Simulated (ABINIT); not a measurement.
# GaN (P6_3mc) in ABINIT: a series of runs, part 2 of 2

ABINIT 10.8.3 (patched build).

## 3. Relaxation of cell and atoms, PBEsol

run.abi

```
# Pseudopotentials
pp_dirpath "./"
pseudos "Ga.upf, N.upf"

# Structure
acell 3*1.0
rprim
     6.0093290763     0.0000000000     0.0000000000
    -3.0046645382     5.2042316397     0.0000000000
     0.0000000000     0.0000000000     9.7623251598
ntypat 2
znucl 31 7
natom 4
typat 1 1 2 2
chkprim 0
chksymtnons 0
tolsym 1.0e-6
xred
            2/3            1/3            1/2
            1/3            2/3            0.0
            2/3            1/3            7/8
            1/3            2/3            3/8

# Plane-wave basis
ecut 42.0
ecutsm 0.5

# k points
kptopt 1
ngkpt 8 8 4
nshiftk 1
shiftk 0.0 0.0 0.0

# Exchange and correlation
ixc -116133

# Bands and occupations
nband 22
occopt 3
tsmear 0.00183747

# SCF cycle
nstep 80
tolvrs 1.0e-12

# Output
iomode 3
prteig 0
prtebands 0
prtwf 0
prtden 0

# Relaxation
ionmov 2
optcell 2
ntime 50
tolmxf 2.0e-5
dilatmx 1.08
```

Potentials or basis: PseudoDojo NC SR PBEsol v0.4.1 standard.

Launch:

```sh
> mpirun --bind-to none -np 4 abinit run.abi > log 2>&1
```

run.abo:

```text
.Version 10.8.3 of ABINIT
 Symmetries : space group P6_3 m c (#186); Bravais hP (primitive hexag.)
================================================================================
 Values of the parameters that define the memory need of the present run
     intxc =       0    ionmov =       2      iscf =       7    lmnmax =       6
     lnmax =       6     mgfft =      64  mpssoang =       3    mqgrid =    3076
     natom =       4  nloc_mem =       1    nspden =       1   nspinor =       1
    nsppol =       1      nsym =      12    n1xccc =    2501    ntypat =       2
    occopt =       3   xclevel =       2
       mpw =        5041          nfft =      102400          nkpt =          30
================================================================================
================================================================================

--------------------------------------------------------------------------------
------------- Echo of variables that govern the present computation ------------
--------------------------------------------------------------------------------
 -outvars: echo values of preprocessed input variables --------
            acell      1.0000000000E+00  1.0000000000E+00  1.0000000000E+00 Bohr
              amu      6.97230000E+01  1.40067400E+01
          chkprim           0
      chksymtnons           0
          dilatmx      1.08000000E+00
             ecut      4.20000000E+01 Hartree
           ecutsm      5.00000000E-01 Hartree
           ionmov           2
              ixc     -116133
         kptrlatt        8    0    0      0    8    0      0    0    4
          kptrlen      3.90493006E+01
            natom           4
            nband          22
            ngfft          40      40      64
             nkpt          30
            nstep          80
             nsym          12
            ntime          50
           ntypat           2
           occopt           3
          optcell           2
           prtden           0
        prtebands           0
           prteig           0
            prtwf           0
            rprim      6.0093290763E+00  0.0000000000E+00  0.0000000000E+00
                      -3.0046645382E+00  5.2042316397E+00  0.0000000000E+00
                       0.0000000000E+00  0.0000000000E+00  9.7623251598E+00
          spgroup         186
           tolmxf      2.00000000E-05
           tolsym      1.00000000E-06
           tolvrs      1.00000000E-12
           tsmear      1.83747000E-03 Hartree
            typat      1  1  2  2
           xangst      1.5899999989E+00  9.1798692737E-01  2.5829999982E+00
                      -1.7639202461E-11  1.8359738547E+00  0.0000000000E+00
                       1.5899999989E+00  9.1798692737E-01  4.5202499969E+00
                      -1.7639202461E-11  1.8359738547E+00  1.9372499987E+00
            xcart      3.0046645381E+00  1.7347438799E+00  4.8811625799E+00
                      -3.3333261731E-11  3.4694877598E+00  0.0000000000E+00
                       3.0046645381E+00  1.7347438799E+00  8.5420345148E+00
                      -3.3333261731E-11  3.4694877598E+00  3.6608719349E+00
             xred      6.6666666667E-01  3.3333333333E-01  5.0000000000E-01
                       3.3333333333E-01  6.6666666667E-01  0.0000000000E+00
                       6.6666666667E-01  3.3333333333E-01  8.7500000000E-01
                       3.3333333333E-01  6.6666666667E-01  3.7500000000E-01
            znucl       31.00000    7.00000

================================================================================

 chkinp: Checking input parameters for consistency.

================================================================================
== DATASET  1 ==================================================================

--- !DatasetInfo
iteration_state: {dtset: 1, }
[... 943 lines left out ...]
 ----iterations are completed or convergence reached----

 Mean square residual over all n,k,spin=   28.683E-16; max=  34.147E-14
 reduced coordinates (array xred) for    4 atoms
       0.666666666667      0.333333333333      0.499181178720
       0.333333333333      0.666666666667     -0.000818821280
       0.666666666667      0.333333333333      0.875818821280
       0.333333333333      0.666666666667      0.375818821280
 rms dE/dt=  1.8074E-05; max dE/dt=  2.7119E-05; dE/dt below (all hartree)
    1      -0.000000000000      0.000000000000     -0.000034994679
    2       0.000000000000      0.000000000000     -0.000034994679
    3      -0.000000000000      0.000000000000      0.000027119110
    4       0.000000000000      0.000000000000      0.000027119110

 cartesian coordinates (angstrom) at end:
    1      1.59194679431061     0.91911091022242     2.58916110553189
    2     -0.00000000001766     1.83822182044484    -0.00424707561119
    3      1.59194679431061     0.91911091022242     4.54271139261157
    4     -0.00000000001766     1.83822182044484     1.94930321146849

 cartesian forces (hartree/bohr) at end:
    1      0.00000000000000    -0.00000000000000     0.00000316853337
    2     -0.00000000000000     0.00000000000000     0.00000316853337
    3      0.00000000000000    -0.00000000000000    -0.00000316853337
    4     -0.00000000000000     0.00000000000000    -0.00000316853337
 frms,max,avg= 1.8293536E-06 3.1685334E-06   0.000E+00  0.000E+00  4.017E-07 h/b

 cartesian forces (eV/Angstrom) at end:
    1      0.00000000000000    -0.00000000000000     0.00016293253685
    2     -0.00000000000000     0.00000000000000     0.00016293253685
    3      0.00000000000000    -0.00000000000000    -0.00016293253685
    4     -0.00000000000000     0.00000000000000    -0.00016293253685
 frms,max,avg= 9.4069144E-05 1.6293254E-04   0.000E+00  0.000E+00  2.066E-05 e/A
 length scales=  6.016686896561  6.016686896520  9.801662390098 bohr
              =  3.183893588639  3.183893588617  5.186816362286 angstroms
 Fermi (or HOMO) energy (hartree) =   0.23032   Average Vxc (hartree)=  -0.44092
 Eigenvalues (hartree) for nkpt=  30  k points:
 kpt#   1, nband= 22, wtk=  0.00391, kpt=  0.0000  0.0000  0.0000 (reduced coord)
  -0.39305   -0.36007   -0.30371   -0.30332   -0.30332   -0.30114   -0.30114   -0.29410
  -0.29410   -0.29043   -0.29043   -0.24241   -0.06801    0.15584    0.15584    0.19268
   0.19421    0.19421    0.26436    0.34958    0.52922    0.55621
      occupation numbers for kpt#   1
   2.00000    2.00000    2.00000    2.00000    2.00000    2.00000    2.00000    2.00000
   2.00000    2.00000    2.00000    2.00000    2.00000    2.00000    2.00000    2.00000
   2.00000    2.00000    0.00000    0.00000    0.00000    0.00000
 prteigrs : prtvol=0 or 1, do not print more k-points.

--- !EnergyTerms
iteration_state     : {dtset: 1, itime: 8, icycle: 1, }
comment             : Components of total free energy in Hartree
kinetic             :  1.40063924686402E+02
hartree             :  4.35926513953524E+01
xc                  : -4.75996421056341E+01
Ewald energy        : -1.16752524770348E+02
psp_core            :  6.97647081344855E+00
local_psp           : -1.21136355060844E+02
non_local_psp       : -7.86057299472041E+01
internal            : -1.73461204988827E+02
'-kT*entropy'       : -5.29041192319486E-12
total_energy        : -1.73461204988832E+02
total_energy_eV     : -4.72011984764440E+03
band_energy         : -6.26681870438702E+00
...

 rms coord change=  4.7275E-04   atom, delta coord (reduced):
     1        0.000000000000      0.000000000000     -0.000818821280
     2        0.000000000000      0.000000000000     -0.000818821280
     3        0.000000000000      0.000000000000      0.000818821280
     4        0.000000000000      0.000000000000      0.000818821280

 Cartesian components of stress tensor (hartree/bohr^3)
  sigma(1 1)= -1.43614916E-07  sigma(3 2)=  0.00000000E+00
  sigma(2 2)= -1.43614250E-07  sigma(3 1)=  0.00000000E+00
  sigma(3 3)= -1.30920186E-07  sigma(2 1)=  2.18124110E-13

-Cartesian components of stress tensor (GPa)         [Pressure=  4.1008E-03 GPa]
- sigma(1 1)= -4.22529670E-03  sigma(3 2)=  0.00000000E+00
- sigma(2 2)= -4.22527712E-03  sigma(3 1)=  0.00000000E+00
- sigma(3 3)= -3.85180485E-03  sigma(2 1)=  6.41743287E-09

== END DATASET(S) ==============================================================
================================================================================

 -outvars: echo values of variables after computation  --------
            acell      6.0166868966E+00  6.0166868965E+00  9.8016623901E+00 Bohr
           etotal     -1.7346120499E+02
            fcart      1.7901182291E-28 -3.1005757245E-28  3.1685333698E-06
                      -5.3703546874E-28  1.0335252414E-28  3.1685333698E-06
                       5.3703546874E-28 -5.1676262074E-28 -3.1685333698E-06
                      -1.7901182291E-28  7.2346766905E-28 -3.1685333698E-06
            rprim      1.0000000000E+00  0.0000000000E+00  0.0000000000E+00
                      -5.0000000001E-01  8.6602540378E-01  0.0000000000E+00
                       0.0000000000E+00  0.0000000000E+00  1.0000000000E+00
           strten     -1.4361491575E-07 -1.4361425026E-07 -1.3092018578E-07
                       0.0000000000E+00  0.0000000000E+00  2.1812410961E-13
           xangst      1.5919467943E+00  9.1911091022E-01  2.5891611055E+00
                      -1.7660979159E-11  1.8382218204E+00 -4.2470756112E-03
                       1.5919467943E+00  9.1911091022E-01  4.5427113926E+00
                      -1.7660979159E-11  1.8382218204E+00  1.9493032115E+00
             xred      6.6666666667E-01  3.3333333333E-01  4.9918117872E-01
                       3.3333333333E-01  6.6666666667E-01 -8.1882127967E-04
                       6.6666666667E-01  3.3333333333E-01  8.7581882128E-01
                       3.3333333333E-01  6.6666666667E-01  3.7581882128E-01
 Calculation completed.
```

It took 4.2 min on 4 MPI ranks of Arm Neoverse V1, shared host; peak memory 0.4 GiB.

What came out:

```
Free energy                            : -4720.1198 eV
Relaxed volume                         : 11.38 Å³/atom
Relaxed cell                           : a = 3.184 Å, b = 3.184 Å, c = 5.187 Å, α = 90.00°, β = 90.00°, γ = 120.00°
Space group after relaxing (to 0.05 Å) : P6_3mc (No. 186)
Energy gained by relaxing              : 0.7 meV/atom
Ionic steps                            : 8
Pressure after relaxing                : 0.0 GPa
Band gap on the k mesh                 : 1.91 eV, direct
```

The path:
```
step  energy change (eV)  largest force (eV/Å)  pressure (GPa)  volume (Å³)
   1              0.0000                0.1327            1.25        45.24
   2             -0.0021                0.0754            0.51        45.41
   3             -0.0027                0.0229           -0.04        45.55
   4             -0.0027                0.0152           -0.05        45.55
   5             -0.0028                0.0001            0.00        45.54
   6             -0.0028                0.0019            0.02        45.53
   7             -0.0028                0.0010            0.01        45.53
   8             -0.0028                0.0002            0.00        45.54
```

Final structure:
```
Ga N
1.0
     3.18389    0.00000    0.00000
    -1.59195    2.75733    0.00000
     0.00000    0.00000    5.18682
Ga N
2 2
Direct
  0.66667 0.33333 0.49918
  0.33333 0.66667 0.99918
  0.66667 0.33333 0.87582
  0.33333 0.66667 0.37582
```

## 4. Single point, PBEsol (cell relaxed)

run.abi

```
# Pseudopotentials
pp_dirpath "./"
pseudos "Ga.upf, N.upf"

# Structure
acell 6.0166868951 6.0166868967 9.801662398
rprim
     1.0000000000     0.0000000000     0.0000000000
    -0.5000000014     0.8660254030     0.0000000000
     0.0000000000     0.0000000000     1.0000000000
ntypat 2
znucl 31 7
natom 4
typat 1 1 2 2
xred
     0.6666666700     0.3333333300     0.4991811800
     0.3333333300     0.6666666700    -0.0008188200
     0.6666666700     0.3333333300     0.8758188200
     0.3333333300     0.6666666700     0.3758188200
chkprim 0
chksymtnons 0
tolsym 1.0e-6

# Plane-wave basis
ecut 42.0

# k points
kptopt 1
ngkpt 8 8 4
nshiftk 1
shiftk 0.0 0.0 0.0

# Exchange and correlation
ixc -116133

# Bands and occupations
nband 22
occopt 3
tsmear 0.05 eV

# SCF cycle
nstep 100
tolvrs 1.0e-10

# Output
iomode 3
prtwf 0
prtden 0
prteig 0
prtebands 0
enunit 2
```

Launch:

```sh
> mpirun --bind-to none -np 4 abinit run.abi > log 2>&1
```

Run time: 39 s. Hardware: 4 MPI ranks of Arm Neoverse V1, shared host; peak memory 0.32 GiB.

It converged, with:

- Free energy: -4720.1199 eV
- Pressure: 0.0 GPa
- Band gap on the k mesh: 1.91 eV, direct
- Valence electrons inside the program's atomic spheres: Ga 10.91; N 5.22

Levels at points of the mesh, in eV from the valence-band top:
| k point | band 16 | band 17 | band 18 | band 19 | band 20 | band 21 |
| --- | --- | --- | --- | --- | --- | --- |
| (0.00, 0.00, 0.00) | -0.04 | 0.00 | 0.00 | 1.91 | 4.23 | 9.12 |
| (0.50, 0.00, 0.00) | -2.77 | -2.24 | -1.01 | 4.97 | 5.53 | 5.97 |
| (0.00, 0.00, 0.50) | -0.54 | -0.54 | -0.54 | 4.23 | 4.23 | 8.40 |
| (0.50, 0.00, 0.50) | -1.96 | -1.91 | -1.91 | 4.33 | 4.33 | 7.72 |

## 5. Overview

| task | level | potentials or basis | cell | cell freedom (optcell) | optimiser (ionmov) | cutoff smearing ecutsm (Ha) | force stop (Ha/bohr) | gap on the mesh (eV) | pressure (GPa) |
| --- | --- | --- | --- | --- | --- | --- | --- | --- | --- |
| single point | LDA | PseudoDojo NC SR LDA v0.4.1 standard | cell relaxed | - | - | - | - | 2.18 | 0.0 |
| relaxation of cell and atoms | PBEsol | PseudoDojo NC SR PBEsol v0.4.1 standard | relaxed | 2 | 2 | 0.5 | 2e-05 | 1.91 | 0.0 |
| single point | PBEsol | PseudoDojo NC SR PBEsol v0.4.1 standard | cell relaxed | - | - | - | - | 1.91 | 0.0 |

Alike in all rows: no spin polarisation; k mesh 8 × 8 × 4; cutoff (eV) 1143; smearing fermi-dirac 0.05 eV.

Total energies depend on the potentials used, so only differences within one code and one set of settings carry meaning.
